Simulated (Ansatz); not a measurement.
## ZnSe (Stilleite): band structure with revPBE

**What was measured.**

“Alloy Disordering Effects on the Thermal Conductivity and Energy Gap Temperature Dependence of Cd1−xZnxSe Ternary Crystals Grown by the Bridgman Method”, 2023, pmc:10253836 reports, for a bulk crystal of ZnSe at 300 K: band gap 2.695 ± 0.003 eV (an exciton energy, a little under the gap).

The system is ZnSe (Stilleite).

```
Se Zn
1.0
     0.00000    2.83380    2.83380
     2.83380    0.00000    2.83380
     2.83380    2.83380    0.00000
Se Zn
1 1
Direct
  0.75000 0.75000 0.75000
  0.00000 0.00000 0.00000
```

| Property | Result |
| --- | --- |
| Program | Ansatz 0.2.0 |
| Task | band structure |
| Functional | revPBE |
| Potentials or basis | Ansatz PAW |
| Cutoff | 420 eV (not typed: the program's choice for these potentials) |
| k mesh | 8 × 8 × 8 |
| Occupations | fermi-dirac, width 0.05 eV |
| Spin | no spin polarisation |
| Path | [["G", "X", "W", "K", "G", "L", "U", "W", "L", "K"], ["U", "X"]] |
| Points for each segment of the path | 14 |

```json
{
 "Pressure": "3.7 GPa",
 "Band gap on the k mesh": "1.41 eV, direct",
 "Band gap along the path": "1.41 eV, direct"
}
```

Levels at the corners of the path, in eV from the valence-band top:
| point | band 12 | band 13 | band 14 | band 15 | band 16 | band 17 |
| --- | --- | --- | --- | --- | --- | --- |
| Γ | 0.00 | 0.00 | 0.00 | 1.41 | 5.85 | 5.85 |
| X | -4.72 | -2.17 | -2.17 | 3.10 | 3.54 | 10.85 |
| W | -4.65 | -2.74 | -2.64 | 5.57 | 5.59 | 7.05 |
| K | -4.68 | -3.06 | -1.78 | 3.68 | 5.67 | 9.15 |
| Γ | 0.00 | 0.00 | 0.00 | 1.41 | 5.85 | 5.85 |
| L | -5.19 | -0.86 | -0.86 | 2.64 | 6.44 | 6.44 |
| U | -4.68 | -3.06 | -1.78 | 3.68 | 5.67 | 9.15 |
| W | -4.65 | -2.74 | -2.64 | 5.57 | 5.59 | 7.05 |
| L | -5.19 | -0.86 | -0.86 | 2.64 | 6.44 | 6.44 |
| K | -4.68 | -3.06 | -1.78 | 3.68 | 5.67 | 9.15 |
| U | -4.68 | -3.06 | -1.78 | 3.68 | 5.67 | 9.15 |
| X | -4.72 | -2.17 | -2.17 | 3.10 | 3.54 | 10.85 |

It took 4.1 s on 2 threads of Intel(R) Xeon(R) Processor @ 2.70GHz, with other jobs on the host, peak memory 0.36 GiB.

Against the measured gap of ZnSe, 2.695 eV (an exciton energy, a little under the gap; 300 K; “Alloy Disordering Effects on the Thermal Conductivity and Energy Gap Temperature Dependence of Cd1−xZnxSe Ternary Crystals Grown by the Bridgman Method”, 2023, pmc:10253836), the calculated 1.41 eV is off by -1.29 eV. Spin-orbit coupling on Se is left out. The value is that of revPBE, without temperature or zero-point motion. Semilocal functionals fall short of measured gaps as a rule.

Caveat: the PAW data sets come from PBE, with cores solved anew for the run's functional, which leaves a small shift of forces and pressure.
